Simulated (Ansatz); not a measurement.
# Tin, omega (AlB2-type) under revPBE: ground state and equation of state, part 2 of 2

The plan for tin in the omega (AlB2-type) structure: relax it, solve it on a dense k-mesh, then scale the cell to 7 volumes from 88 to 112 % of the relaxed one and try a fit of the equation of state. Spin polarisation is left out. The k-meshes are 7×7×10 for the relaxation; 9×9×13 for the dense run; 8×8×11 for the volumes.

Ansatz 0.2.0; DFT, revPBE, plane waves (420 eV) with PAW, scalar-relativistic.

### Step 8. At 104 % of the relaxed volume

input.yaml

```yaml
crystal:
  lattice:
    - [5.5201184437, 0.0, 0.0]
    - [-2.7600592219, 4.7805628042, 0.0]
    - [0.0, 0.0, 3.3680697207]
  atoms:
    - { symbol: Sn, position: [0.0, 0.0, 0.0] }
    - { symbol: Sn, position: [0.3333333333, 0.6666666667, 0.5] }
    - { symbol: Sn, position: [0.6666666667, 0.3333333333, 0.5] }
hamiltonian:
  xc: revpbe
  pseudopotentials:
    kind: paw
    azcp:
      Sn: "pseudopotentials/Sn.paw.azcp"
basis:
  ecutwfc: 420
  fft_grid_basis: typed
kpoints:
  mp_grid: { grid: [8, 8, 11], shift: [0, 0, 0] }
magnetization:
  spin_polarized: false
scf:
  occupations: { method: fermi_dirac, width: 0.1 }
  lower_state_search: "off"
output:
  stress: true
  write_density: true
  write_potential: true
  elf: true
  volumetric_format: npy
```

Output, shortened:

```text
Warning: RAYON_NUM_THREADS=2 ignored (pool sized by the plan → 2); use --threads N
[...]
Pseudopotentials: kind: paw
Pseudopotential: Sn, paw, valence charge 14, recommended cutoff 420 eV (normal), <dir>
Functional definition: revPBE
[...]
Crystal: 3 atoms, lattice volume = 88.881 Å³
Basis set: ecut = 420 eV, 1757 PW (Γ)
Bands: 26, of which v1, the nominal top of the filled ones, is band 21 counted from 1 (20 counted from 0)
Symmetry: 24 space group operations
Space group: P6/mmm (ITA 191), of the structure as read, at distance tolerance 4.5e-5 Å
k-points: 60 of 704
[...]
SCF iter   1: F=—  HF=-18090.677394 eV  |F-HF|=—  |Δ(HF+E_count)|=         —  Δρ=2.05e-3  dr2=2.41e-3  ethr=1.77e-3  ⟨swp⟩=6.3  Hψ=7000  notcnv=0
[...]
SCF iter   6: F=-18090.675107 eV  HF=-18090.675107 eV  |F-HF|=3.88e-9  |Δ(HF+E_count)|=   7.37e-9  Δρ=4.20e-6  dr2=1.77e-8  ethr=2.38e-10  ⟨swp⟩=10.8  Hψ=11793  notcnv=0
[...]
SCF converged after 6 iterations
Free energy (F): -18090.675107 eV
[...]
E sigma→0 (E₀):  -18090.644854 eV
Entropy (-TS):   -0.060506 eV (-20.169 meV/atom)
Fermi energy:    9.702462 eV
[...]
--- Stress (GPa, compression-positive) ---
       -0.586557       0.000000       0.000000
        0.000000      -0.586557       0.000000
        0.000000       0.000000      -2.557139
  P = ⅓ Tr σ = -1.2434 GPa (-12.434 kbar)
--- Band table (eV; the first three rows and the last of 60) ---
  k-point 0: bands = ["-11.9886", "-11.9271", "-11.9271", "-11.8931", "-11.8931", "-11.8322", "-11.7523", "-11.7523", "-11.7406", "-11.7081", "-11.7081", "-11.6804", "-11.6804", "-11.6557", "-11.6557", "-0.7854", "4.1172", "4.4750", "7.4200", "7.4200", "7.5572", "7.5572", "12.5184", [...]
[...]
```

It took 4.2 s on 2 threads of Intel Xeon Platinum 8259CL at 2.50GHz (Skylake/Cascade Lake), shared host; peak memory 0.47 GiB.

### Step 9. At 108 % of the relaxed volume

input.yaml, as its differences from that of step 8:

```diff
@@ -2,5 +2,5 @@
   lattice:
-    - [5.5201184437, 0.0, 0.0]
-    - [-2.7600592219, 4.7805628042, 0.0]
-    - [0.0, 0.0, 3.3680697207]
+    - [5.5900007794, 0.0, 0.0]
+    - [-2.7950003897, 4.8410826821, 0.0]
+    - [0.0, 0.0, 3.4107080411]
   atoms:
@@ -27,5 +27 @@
   stress: true
-  write_density: true
-  write_potential: true
-  elf: true
-  volumetric_format: npy
```

Output, shortened:

```text
Warning: RAYON_NUM_THREADS=2 ignored (pool sized by the plan → 2); use --threads N
[...]
[... 3 set-up lines as earlier in the session ...]
[...]
Crystal: 3 atoms, lattice volume = 92.299 Å³
Basis set: ecut = 420 eV, 1811 PW (Γ)
Bands: 25, of which v1, the nominal top of the filled ones, is band 21 counted from 1 (20 counted from 0)
[... 2 set-up lines as earlier in the session ...]
k-points: 60 of 704
[...]
SCF iter   1: F=—  HF=-18090.636506 eV  |F-HF|=—  |Δ(HF+E_count)|=         —  Δρ=2.02e-3  dr2=2.38e-3  ethr=1.77e-3  ⟨swp⟩=8.0  Hψ=15282  notcnv=0  defer=22
[...]
SCF iter   6: F=-18090.634477 eV  HF=-18090.634477 eV  |F-HF|=2.80e-9  |Δ(HF+E_count)|=   1.46e-9  Δρ=4.18e-6  dr2=1.93e-8  ethr=2.38e-10  ⟨swp⟩=4.9  Hψ=5815  notcnv=0
[...]
SCF converged after 6 iterations
Free energy (F): -18090.634477 eV
[...]
E sigma→0 (E₀):  -18090.604840 eV
Entropy (-TS):   -0.059275 eV (-19.758 meV/atom)
Fermi energy:    9.198711 eV
[...]
--- Stress (GPa, compression-positive) ---
       -1.976542       0.000000      -0.000000
       -0.000000      -1.976542       0.000000
       -0.000000       0.000000      -3.601651
  P = ⅓ Tr σ = -2.5182 GPa (-25.182 kbar)
```

It took 3.7 s on 2 threads of Intel Xeon Platinum 8259CL at 2.50GHz (Skylake/Cascade Lake), shared host; peak memory 0.45 GiB.

### Step 10. At 112 % of the relaxed volume

input.yaml, as its differences from that of step 9:

```diff
@@ -2,5 +2,5 @@
   lattice:
-    - [5.5900007794, 0.0, 0.0]
-    - [-2.7950003897, 4.8410826821, 0.0]
-    - [0.0, 0.0, 3.4107080411]
+    - [5.6581782398, 0.0, 0.0]
+    - [-2.8290891199, 4.9001260948, 0.0]
+    - [0.0, 0.0, 3.4523061413]
   atoms:
```

Output, shortened:

```text
Warning: RAYON_NUM_THREADS=2 ignored (pool sized by the plan → 2); use --threads N
[...]
[... 3 set-up lines as earlier in the session ...]
[...]
Crystal: 3 atoms, lattice volume = 95.718 Å³
Basis set: ecut = 420 eV, 1859 PW (Γ)
Bands: 25, of which v1, the nominal top of the filled ones, is band 21 counted from 1 (20 counted from 0)
[... 1 set-up line as earlier in the session ...]
Space group: P6/mmm (ITA 191), of the structure as read, at distance tolerance 4.6e-5 Å
k-points: 60 of 704
[...]
SCF iter   1: F=—  HF=-18090.571362 eV  |F-HF|=—  |Δ(HF+E_count)|=         —  Δρ=1.99e-3  dr2=2.47e-3  ethr=1.77e-3  ⟨swp⟩=8.0  Hψ=15356  notcnv=0  defer=23
[...]
SCF iter   6: F=-18090.569456 eV  HF=-18090.569456 eV  |F-HF|=1.39e-9  |Δ(HF+E_count)|=   1.14e-8  Δρ=3.89e-6  dr2=1.90e-8  ethr=2.38e-10  ⟨swp⟩=4.8  Hψ=5483  notcnv=0
[...]
SCF converged after 6 iterations
Free energy (F): -18090.569456 eV
[...]
E sigma→0 (E₀):  -18090.540301 eV
Entropy (-TS):   -0.058310 eV (-19.437 meV/atom)
Fermi energy:    8.731317 eV
[...]
--- Stress (GPa, compression-positive) ---
       -3.096395       0.000000       0.000000
        0.000000      -3.096395       0.000000
        0.000000       0.000000      -4.423355
  P = ⅓ Tr σ = -3.5387 GPa (-35.387 kbar)
```

Wall time 4 s (2 threads of Intel Xeon Platinum 8259CL at 2.50GHz (Skylake/Cascade Lake), shared host); peak memory 0.47 GiB.

### Step 11. Energy and pressure against volume

The cell was scaled evenly, with its shape and the fractional positions fixed.

| V (Å³/atom) | E − E₀ (meV/atom) | P from the stress (GPa) | P from the fit (GPa) |
| --- | --- | --- | --- |
| 25.069 | 80.4 | 7.95 | 7.97 |
| 26.208 | 35.2 | 4.83 | 4.86 |
| 27.348 | 9.8 | 2.34 | 2.37 |
| 28.487 | 0.3 | 0.35 | 0.38 |
| 29.627 | 3.5 | -1.24 | -1.21 |
| 30.766 | 16.8 | -2.52 | -2.49 |
| 31.906 | 38.3 | -3.54 | -3.52 |

Fit (Birch-Murnaghan, third order): V₀ = 28.739 Å³/atom, B₀ = 43 GPa, B₀′ = 4.6, largest residual 0.01 meV/atom.

### Step 12. Summary of results

This closing draws on all 2 parts.

```
                      quantity                                   value
space group (spins left aside)                        P6/mmm (No. 191)
             conventional cell  a = 5.448 Å, c = 3.324 Å (c/a = 0.610)
                        volume                          28.487 Å³/atom
             shortest distance                                 3.146 Å
               gap on the mesh            none (levels filled in part)
relative to alpha-Sn (diamond)                            +95 meV/atom
                   V₀, B₀, B₀′             28.739 Å³/atom, 43 GPa, 4.6
```

In words: The relaxation enlarged the cell by 1.6 % in volume. Against the reference form of tin (alpha-Sn (diamond), computed apart with the same settings) it stands 95 meV/atom higher. Levels at the Fermi energy are filled in part, as in a metal. The fitted modulus is 43 GPa; letting shape and positions relax at each volume could only lower it. Relaxation kept the symmetry; phonons were not checked.
